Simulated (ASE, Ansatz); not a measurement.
# Convergence of a linear-scaling basis for LuN/NbN superlattice along [001] (32 atoms)

Aim: test how closely localised support functions follow the reference on LuN/NbN superlattice along [001] (32 atoms), and at what cost. A setting counts as converged where the r.m.s. difference of forces stays under 1 % of the r.m.s. force.

Method: Kohn-Sham DFT, PBE, PAW (set soft_2), plane waves, in Ansatz 0.2.0.

### Step 1. The structure

The cell holds 32 atoms: 10 Lu, 16 N and 6 Nb. Cell: a = 3.104 Å, b = 3.104 Å, c = 38.428 Å, α = 90.0°, β = 90.0°, γ = 90.0°. It derives from LuN and NbN. Rock-salt lattice with in-plane constant 4.39 Å; 5 periods of LuN and 3 of NbN along [001], 1 x 1 in-plane cells; the two parts stretched along z by 1.1507 and 1.0; no plane holds both Lu and Nb; not relaxed, displaced by a Gaussian of 0.02 Å. Regions: LuN, 20 atoms (9 Lu, 10 N and 1 Nb); NbN, 12 atoms (5 Nb, 6 N and 1 Lu).

Coordinates:

```xyz
32
Lattice="3.1042 0.0000 0.0000 0.0000 3.1042 0.0000 0.0000 0.0000 38.4279" Properties=species:S:1:pos:R:3 pbc="T T T"
Lu    0.0277    0.0067    0.0065
N     1.5586    1.5437    0.0184
Lu    1.5955    1.5456    2.5013
N     0.0214    0.0402    2.5401
Lu    3.0883    0.0007    5.0613
N     1.5538    1.5855    5.0475
Lu    1.5463    1.5435    7.5499
N     0.0107    0.0034    7.6110
Lu    3.0751    3.0874   10.0896
N     1.5367    1.5713   10.1231
Lu    1.5483    1.5289   12.6305
N     3.1030    3.0986   12.6497
Lu    3.0840    3.0579   15.1559
N     1.5734    1.5305   15.1617
Lu    1.5546    1.5898   17.6630
N     3.0783    0.0123   17.6676
Nb    0.0441    0.0116   20.2115
N     1.5636    1.5416   20.1981
Lu    1.5526    1.5743   22.7282
N     3.0923    3.0940   22.7186
Nb    3.0975    0.0356   25.2360
N     1.5422    1.5746   25.2875
Lu    1.5293    1.5880   27.4590
N     3.0902    0.0091   27.4586
Nb    0.0094    3.0548   29.6456
N     1.5642    1.5499   29.6794
Nb    1.5506    1.5655   31.8379
N     3.0812    3.0898   31.8240
Nb    0.0066    3.0949   34.0190
N     1.5301    1.5396   34.0294
Nb    1.5555    1.5537   36.2367
N     3.0912    3.0703   36.2271
```

Limits known from the start: The cell is under 6 Å thick along two periodic directions, so every atom has periodic images of itself close by, which move with it and show among its neighbours and in g(r). The host structure and its lattice constant were typed by rule, without a check against the phase diagram. The main run has no spin polarisation, so moments on Nb can't form in it, and no Hubbard term. The levels lack spin–orbit coupling, which is large for the heavy elements here.

### Step 2. Plane-wave single point

The first run fixes the reference, at a cutoff of 420 eV.

input.yaml reads:

```yaml
crystal:
  lattice:
    - [3.1042, 0.0, 0.0]
    - [0.0, 3.1042, 0.0]
    - [0.0, 0.0, 38.42786]
  atoms:
    - { symbol: Lu, position: [0.00893, 0.00217, 0.00017] }
    - { symbol: "N", position: [0.50209, 0.49729, 0.00048] }
    - { symbol: Lu, position: [0.51398, 0.4979, 0.06509] }
    - { symbol: "N", position: [0.00688, 0.01294, 0.0661] }
    [... 22 atom lines left out ...]
    - { symbol: Nb, position: [0.49953, 0.50431, 0.82851] }
    - { symbol: "N", position: [0.9926, 0.99537, 0.82815] }
    - { symbol: Nb, position: [0.00213, 0.99701, 0.88527] }
    - { symbol: "N", position: [0.4929, 0.49596, 0.88554] }
    - { symbol: Nb, position: [0.50109, 0.50053, 0.94298] }
    - { symbol: "N", position: [0.99581, 0.98907, 0.94273] }
kpoints:
  mp_grid: { grid: [5, 5, 1] }
hamiltonian:
  xc: pbe
scf:
  occupations: { method: gaussian, width: 0.05 }
output:
  forces: true
  stress: true
  populations: true
  dos:
    method: { smearing: { sigma: 0.08 } }
    de: 0.1
    projected:
      site_lists:
        Lu: [Lu]
        "N": ["N"]
        Nb: [Nb]
        LuN: [0, 1, 2, 3, 4, 5, 6, 7, 8, 9, 10, 11, 12, 13, 14, 15, 16, 17, 18, 19]
        NbN: [20, 21, 22, 23, 24, 25, 26, 27, 28, 29, 30, 31]
  eigenvalues: true
  write_density: true
  write_potential: true
  volumetric_format: npy
  elf: true
```

Command:

```bash
> ansatz run input.yaml --threads 8 --pin off --max-ram 15872MiB --backend cpu --events-out ev --progress --plain --runs-dir out
```

Numbers of over 12 decimals in the logs are rounded to 6 here.

Log:

```text
Lu: projections on atomic orbitals take those of the free atom [Kr 4d10] 4f14 5s2 5p6 5d1 6s2, of charge +0.00 (hamiltonian.pseudopotentials.projection_atoms); the dataset's partial waves leave at most 5.1e-5 of an orbital's norm unspanned inside its sphere
Engine: ansatz 0.2.0, aarch64-unknown-linux-gnu
Pseudopotentials: kind: paw
Pseudopotential: Lu, paw, valence charge 25, recommended cutoff 420 eV (normal), Lu.paw.azcp
Pseudopotential: N, paw, valence charge 5, recommended cutoff 420 eV (normal), N.paw.azcp
Pseudopotential: Nb, paw, valence charge 13, recommended cutoff 420 eV (normal), Nb.paw.azcp
[... 5 lines on functional and potentials left out ...]
Crystal: 32 atoms, lattice volume = 370.293 Å³
Basis set: ecut = 420 eV, 7281 PW (Γ), exchange–correlation on 48×48×540 points (8 copies of the dense FFT grid, shifted against one another)
Bands: 245, of which v1, the nominal top of the filled ones, is band 204 counted from 1 (203 counted from 0)
Symmetry: 1 space group operations
Space group: P1 (ITA 1), of the structure as read, at distance tolerance 7.2e-5 Å
k-points: 13 of 25 (time reversal used)
[... 7 lines on functional and potentials left out ...]
Initial density: superposition of atomic densities (neutral atoms: chi_scale 0, normalization atom), corrected by the library's trained network
Initial wavefunctions: pseudopotential atomic-orbital guess
Functional: x = pbe(κ = 0.804, μ = 0.219515), c = pbe(β = 0.066725)
SCF iter   1: F=—  HF=-180822.650329 eV  |F-HF|=—  |Δ(HF+E_count)|=         —  Δρ=5.96e-3  dr2=2.85e0  ethr=1.77e-3  ⟨swp⟩=7.0  Hψ=16373  notcnv=0  defer=88
preconditioner: auto → Resta (q_TF=auto, 2.773 Å⁻¹)  ε∞=8.1  [insulator: Δε(μ)=0.057 eV  Ē_g=14.089 eV  σ=0.050 eV  W_gap=0.57  n_scr=124 (ndim 8)  ℏωp=37.4 eV  f_vac=0.000  D(μ)=5.07/eV (n_scr^D=18)  ε∞_Penn≈8.1]
SCF iter   2: F=—  HF=-180822.604495 eV  |F-HF|=—  |Δ(HF+E_count)|=   4.58e-2  Δρ=3.22e-3  dr2=2.77e-1  ethr=7.00e-4  ⟨swp⟩=1.9  Hψ=3698  notcnv=0  defer=247
preconditioner: auto → Kerker (q_TF=auto, 2.773 Å⁻¹)  [metal: Δε(μ)=0.030 eV  Ē_g=14.073 eV  σ=0.050 eV  W_gap=0.32  n_scr=124 (ndim 8)  ℏωp=37.4 eV  f_vac=0.000  D(μ)=4.67/eV (n_scr^D=18)]
SCF iter   3: F=—  HF=-180822.596770 eV  |F-HF|=—  |Δ(HF+E_count)|=   7.72e-3  Δρ=1.30e-3  dr2=1.22e-1  ethr=6.79e-5  ⟨swp⟩=2.8  Hψ=5483  notcnv=0  defer=334
SCF iter   4: F=—  HF=-180822.595217 eV  |F-HF|=—  |Δ(HF+E_count)|=   1.55e-3  Δρ=7.79e-4  dr2=3.87e-2  ethr=2.98e-5  ⟨swp⟩=2.4  Hψ=3769  notcnv=0  defer=334
SCF iter   5: F=—  HF=-180822.593901 eV  |F-HF|=—  |Δ(HF+E_count)|=   1.32e-3  Δρ=4.63e-4  dr2=1.00e-2  ethr=9.50e-6  ⟨swp⟩=2.1  Hψ=4386  notcnv=0  defer=418
SCF iter   6: F=—  HF=-180822.593657 eV  |F-HF|=—  |Δ(HF+E_count)|=   2.44e-4  Δρ=3.20e-4  dr2=8.76e-3  ethr=2.46e-6  ⟨swp⟩=2.0  Hψ=4847  notcnv=0  defer=418
SCF iter   7: F=—  HF=-180822.593579 eV  |F-HF|=—  |Δ(HF+E_count)|=   7.82e-5  Δρ=1.73e-4  dr2=3.13e-3  ethr=2.15e-6  ⟨swp⟩=1.6  Hψ=2812  notcnv=0  defer=418
SCF iter   8: F=—  HF=-180822.593547 eV  |F-HF|=—  |Δ(HF+E_count)|=   3.16e-5  Δρ=9.19e-5  dr2=4.56e-4  ethr=7.67e-7  ⟨swp⟩=2.0  Hψ=4148  notcnv=0  defer=418
SCF iter   9: F=—  HF=-180822.593526 eV  |F-HF|=—  |Δ(HF+E_count)|=   2.10e-5  Δρ=5.92e-5  dr2=2.54e-4  ethr=1.12e-7  ⟨swp⟩=2.0  Hψ=4496  notcnv=0  defer=418
SCF iter  10: F=—  HF=-180822.593516 eV  |F-HF|=—  |Δ(HF+E_count)|=   9.74e-6  Δρ=2.14e-5  dr2=5.77e-5  ethr=6.23e-8  ⟨swp⟩=1.5  Hψ=2814  notcnv=0  defer=418
SCF iter  11: F=—  HF=-180822.593613 eV  |F-HF|=—  |Δ(HF+E_count)|=   9.65e-5  Δρ=2.69e-5  dr2=1.67e-5  ethr=1.41e-8  ⟨swp⟩=2.0  Hψ=4926  notcnv=0  defer=418
SCF iter  12: F=—  HF=-180822.593612 eV  |F-HF|=—  |Δ(HF+E_count)|=   7.80e-7  Δρ=1.29e-5  dr2=8.34e-6  ethr=4.09e-9  ⟨swp⟩=2.0  Hψ=4372  notcnv=0  defer=418
SCF iter  13: F=—  HF=-180822.593612 eV  |F-HF|=—  |Δ(HF+E_count)|=   2.86e-7  Δρ=9.12e-6  dr2=4.76e-6  ethr=2.04e-9  ⟨swp⟩=2.0  Hψ=5070  notcnv=0  defer=418
SCF iter  14: F=—  HF=-180822.593612 eV  |F-HF|=—  |Δ(HF+E_count)|=   6.96e-8  Δρ=4.77e-6  dr2=1.40e-6  ethr=1.17e-9  ⟨swp⟩=2.0  Hψ=4210  notcnv=0  defer=418
SCF iter  15: F=—  HF=-180822.593612 eV  |F-HF|=—  |Δ(HF+E_count)|=   6.25e-8  Δρ=3.17e-6  dr2=3.95e-7  ethr=3.43e-10  ⟨swp⟩=2.0  Hψ=5121  notcnv=0  defer=418
SCF iter  16: F=—  HF=-180822.593612 eV  |F-HF|=—  |Δ(HF+E_count)|=   1.40e-8  Δρ=1.79e-6  dr2=1.24e-7  ethr=9.69e-11  ⟨swp⟩=2.0  Hψ=4254  notcnv=0  defer=418
SCF iter  17: F=-180822.593612 eV  HF=-180822.593612 eV  |F-HF|=4.60e-8  |Δ(HF+E_count)|=   2.27e-9  Δρ=1.01e-6  dr2=4.51e-8  ethr=2.45e-11  ⟨swp⟩=19.5  Hψ=36042  notcnv=0
SCF 1 converged in 17 iterations: F = -180822.593612 eV  dr2 = 4.51e-8
  greatest PAW one-centre occupation: 0.998 electrons in one spin orbital (limit 2), on the Lu atom at site 22 (counted from 0), in its partial waves of l = 0
SCF converged after 17 iterations
Free energy (F): -180822.593612 eV
Harris-Foulkes:  -180822.593612 eV  (|F-HF|=4.60e-8)
Internal energy: -180822.585645 eV  (E = F + TS)
E sigma→0 (E₀):  -180822.589629 eV
Entropy (-TS):   -0.007966 eV (-0.249 meV/atom)
Fermi energy:    19.734775 eV
--- Per-component energies (eV) ---
  E_band       = 2179.776081
  E_kinetic    = 8804.072561
  E_local      = -99959.911592  (includes V_loc(G=0)·N_el)
  E_nonlocal   = 7170.702867
  E_hartree    = 44387.926786
  E_xc         = -4264.400050
  E_vxc        = -5174.528592  (∫ρ·V_xc dr)
  E_paw        = -94215.266327  (= ΣΔE_a)
  E_vpaw       = 2563.574576  (= ΣTr[D̂ρ^β])
  E_aug_tail   = 0.001581  (compensation charges beyond the density's cutoff)
  E_ewald      = -42745.711472
  E_smearing   = -0.007966  (= −TS)
  E_closure    = -0.000000  (closes the sum)
  Σ components = -180822.593612   (vs F -180822.593612, Δ=0.00e0)
--- Forces (eV/Å), atoms counted from 1 ---
  atom   1  Lu    -0.32681050    -0.17230830     1.52195837
  atom   2  N      0.29281632     0.15766758    -0.01301878
  atom   3  Lu    -0.35989894     0.47722251     0.48202907
  atom   4  N      0.16484656    -0.49259452    -0.21323251
  atom   5  Lu     0.21079773     0.19008494    -0.39713817
  atom   6  N     -0.02450881    -0.25260290     0.20581228
  atom   7  Lu     0.06937493     0.17413219     0.17916991
  atom   8  N     -0.19640617    -0.12282174    -0.08720560
  atom   9  Lu     0.18724843     0.25501138    -0.13818791
  atom  10  N     -0.02730837    -0.29659083     0.14053494
  atom  11  Lu     0.02966567     0.15782230    -0.18864205
  atom  12  N     -0.11343198    -0.19233204     0.15810452
  atom  13  Lu     0.35624611     0.39742732    -0.27231190
  atom  14  N     -0.34380862    -0.08824767     0.24604240
[...]
atom  31  Nb    -0.05176047    -0.22806893    -0.51180904
  atom  32  N      0.14311749     0.29425218    -0.22724935
  max |Σ_I F_I| component: 4.26e-4 eV/Å
--- Stress (GPa, compression-positive) ---
       33.568781       0.122328      -0.089261
        0.122328      33.510948       0.002674
       -0.089261       0.002674      -1.125608
  P = ⅓ Tr σ = 21.9847 GPa (219.847 kbar)
--- Band table (eV; the first three rows and the last of 13) ---
  k-point 0: bands = ["-36.6321", "-36.5733", "-36.4959", "-36.4863", [... 229 levels ...], "22.3434", "22.3524", "22.4522", "22.4807", "23.1034", "23.2828", "23.2949", "23.5582", "23.5662", "23.7426", "23.9551", "23.9666"]
[...]
--- Löwdin populations: 32 sites ---
  site symbol       q [e]
     0     Lu     24.5314
     1      N      5.5526
     2     Lu     24.4032
[...]
31      N      5.5825
  spilling = 0.001879 (of n_electrons = 408.000000)
```

It took 79 s on 8 threads of Arm Neoverse V1, shared host; peak memory 3.7 GiB.

In the SCF lines HF is the Harris–Foulkes energy and dr2 the Hartree energy of the density residual, in eV; the loop may stop once dr2 is under the threshold and the program's other checks hold. Hψ counts applications of the Hamiltonian.

The run gave:

```
free energy                             : -180822.5936 eV
free energy per atom                    : -5650.7060 eV/atom
SCF cycles                              : 17
pressure                                : 21.98 GPa
r.m.s. force component                  : 0.3887 eV/Å
longest force                           : 2.058 eV/Å
Fermi energy                            : 19.73 eV
levels partly filled by over 2 per cent : 9
spilling of the projection              : 0.001879
```

The r.m.s. force component of 0.39 eV/Å sets the scale for the differences below.

### Step 3. Support functions low

The cell is solved in localised support functions. The level low gives here a grid of 18×18×192 points and a radius of 3.57 Å.

This step: Kohn-Sham DFT, PBE, PAW (set soft_2), localised support functions (low) (Ansatz 0.2.0).

input.yaml, the sections that differ from step 2:

```yaml
scf:
  occupations: { method: gaussian, width: 0.05 }
  eigensolver: { kind: { support_functions: { accuracy: low } } }
  mixing: { beta: 0.2 }
  max_iter: 150
output:
  forces: true
  eigenvalues: true
# crystal, kpoints, hamiltonian: as in step 2
```

Log:

```text
Warning: scf.eigensolver.kind.support_functions: disabling space-group detection — the functions' gradient is summed over unrotated k-points, so no spatial operation reduces the k-mesh or symmetrises the density; time reversal is kept, so that k and −k are solved as one point where they differ and the mesh holds both, and exact exchange and, on two spinor components, a DFT+U term hold to it where the run has them: [...]
settings of this run that can trade accuracy for cost: scf.eigensolver.kind.support_functions; scf.eigensolver.kind.support_functions.accuracy: low [...]
[...]
Crystal: 32 atoms, lattice volume = 370.293 Å³
Basis set: ecut = 420 eV, 7281 PW (Γ), exchange–correlation on 48×48×540 points (8 copies of the dense FFT grid, shifted against one another)
Bands: 245, of which v1, the nominal top of the filled ones, is band 204 counted from 1 (203 counted from 0)
Symmetry: 1 space group operations
k-points: 13 of 25 (time reversal used)
[...]
Eigensolver: Support functions (low, 18×18×192 points, laid for a spacing of at most 0.212739 Å, radius 3.572930 Å, 2 species' potentials softened for the grid, 3 wholly corrected for its errors in the mean over positions, 3 with the egg-box correction, energy correction by stochastic trace)
[...]
SCF iter   1: F=—  HF=-180830.577981 eV  |F-HF|=—  |Δ(HF+E_count)|=         —  Δρ=1.23e-1  dr2=9.39e2  ethr=1.00e-1
[...]
SCF iter  32: F=—  HF=-180822.691986 eV  |F-HF|=—  |Δ(HF+E_count)|=   3.78e-4  Δρ=3.23e-5  dr2=1.08e-5  ethr=3.75e-9  κ⁻¹=8.1e-5(r=7)
SCF iter  33: F=-180822.692342 eV  HF=-180822.692344 eV  |F-HF|=1.70e-6  |Δ(HF+E_count)|=   3.58e-4  Δρ=1.42e-5  dr2=1.94e-6  ethr=2.64e-9
SCF 1 converged in 33 iterations: F = -180822.709502 eV  dr2 = 1.94e-6
[...]
SCF converged after 33 iterations
Stability not checked: this state was not tested for a lower state beside it, because the mixer in use, unlike msr1, does not test its closes by its own steps (another_mixer; see scf.mixing.algorithm and scf.lower_state_search)
Free energy (F): -180822.709502 eV
[...]
Internal energy: -180822.701563 eV  (E = F + TS)
E sigma→0 (E₀):  -180822.705532 eV
Entropy (-TS):   -0.007939 eV (-0.248 meV/atom)
Fermi energy:    19.734499 eV
[...]
Σ components = -180822.709502   (vs F -180822.709502, Δ=0.00e0)
--- Forces (eV/Å), atoms counted from 1 ---
  atom   1  Lu    -0.32923593    -0.17404469     1.51825940
  atom   2  N      0.29337147     0.15786533    -0.01544301
  atom   3  Lu    -0.36198021     0.47792901     0.48486947
  atom   4  N      0.16559859    -0.49354137    -0.21397017
[...]
atom  32  N      0.14269216     0.29379248    -0.22700928
  max |Σ_I F_I| component: 4.08e-3 eV/Å
--- Band table (eV; the first three rows and the last of 13) ---
[...]
```

Elapsed: 3.6 min, on 8 threads; peak memory 2.2 GiB.

The program notes that the band table was not solved further than the SCF left it and it switched symmetry off.

Keys that differ from the reference: support_functions.accuracy = "low", scf.max_iter = 150 and scf.mixing.beta = 0.2.

Forces differ from the reference by 1.3 meV/Å r.m.s., 0.34 % of their size, within a tolerance of 1 %; the energy by -3.6 meV/atom. It took 3.6 min and 33 cycles; the reference's time can't be set against it, since the two runs asked for unlike analyses.

### Step 4. Support functions medium

The level medium is asked for. Here it resolves to the same grid and radius as in the run with support functions low, so the basis is not new.

This step: Kohn-Sham DFT, PBE, PAW (set soft_2), localised support functions (medium) (Ansatz 0.2.0).

input.yaml, the sections that differ from step 3:

```yaml
scf:
  occupations: { method: gaussian, width: 0.05 }
  eigensolver: { kind: { support_functions: { accuracy: medium } } }
  mixing: { beta: 0.2 }
  max_iter: 150
# crystal, kpoints, hamiltonian, output: as in step 3
```

Log:

```text
[...]
Crystal: 32 atoms, lattice volume = 370.293 Å³
Basis set: ecut = 420 eV, 7281 PW (Γ), exchange–correlation on 48×48×540 points (8 copies of the dense FFT grid, shifted against one another)
Bands: 245, of which v1, the nominal top of the filled ones, is band 204 counted from 1 (203 counted from 0)
Symmetry: 1 space group operations
k-points: 13 of 25 (time reversal used)
[...]
Eigensolver: Support functions (medium, 18×18×192 points, laid for a spacing of at most 0.212739 Å, radius 3.572930 Å, 2 species' potentials softened for the grid, 3 wholly corrected for its errors in the mean over positions, 3 with the egg-box correction, energy correction by stochastic trace)
[...]
SCF iter   1: F=—  HF=-180830.577981 eV  |F-HF|=—  |Δ(HF+E_count)|=         —  Δρ=1.23e-1  dr2=9.39e2  ethr=1.00e-1
[...]
SCF iter  34: F=—  HF=-180822.692682 eV  |F-HF|=—  |Δ(HF+E_count)|=   3.38e-4  Δρ=1.52e-5  dr2=1.30e-6  ethr=4.75e-10  κ⁻¹=1.1e-5(r=7)
SCF iter  35: F=-180822.692681 eV  HF=-180822.692681 eV  |F-HF|=5.33e-7  |Δ(HF+E_count)|=   1.25e-7  Δρ=1.00e-5  dr2=6.20e-7  ethr=3.17e-10
SCF 1 converged in 35 iterations: F = -180822.709493 eV  dr2 = 6.20e-7
[...]
SCF converged after 35 iterations
[...]
Free energy (F): -180822.709493 eV
[...]
Internal energy: -180822.701553 eV  (E = F + TS)
E sigma→0 (E₀):  -180822.705523 eV
Entropy (-TS):   -0.007941 eV (-0.248 meV/atom)
Fermi energy:    19.734491 eV
[...]
Σ components = -180822.709493   (vs F -180822.709493, Δ=0.00e0)
--- Forces (eV/Å), atoms counted from 1 ---
  atom   1  Lu    -0.32913955    -0.17397266     1.51763547
  atom   2  N      0.29336257     0.15784812    -0.01524158
  atom   3  Lu    -0.36196574     0.47790064     0.48438940
  atom   4  N      0.16557550    -0.49351578    -0.21381881
[...]
atom  32  N      0.14269347     0.29378888    -0.22669941
  max |Σ_I F_I| component: 4.49e-3 eV/Å
--- Band table (eV; the first three rows and the last of 13) ---
[...]
```

It took 3.7 min on 8 threads; peak memory 2.1 GiB.

Keys that differ from the reference: support_functions.accuracy = "medium", scf.max_iter = 150 and scf.mixing.beta = 0.2.

Forces differ from the reference by 1.3 meV/Å r.m.s., 0.33 % of their size, within a tolerance of 1 %; the energy by -3.6 meV/atom. It took 3.7 min and 35 cycles; the reference's time can't be set against it, since the two runs asked for unlike analyses.

[end of part 1 of 2]

[Logs are printed without paths, hosts, clocks, repeated set-up lines and the standing remarks that a program may print on its own settings, such as how far it seeks lower states.]

[Hosts, paths, dates, database ids (printed as entryN), source tags and the programs' standing remarks are cut or masked in the printed files.]
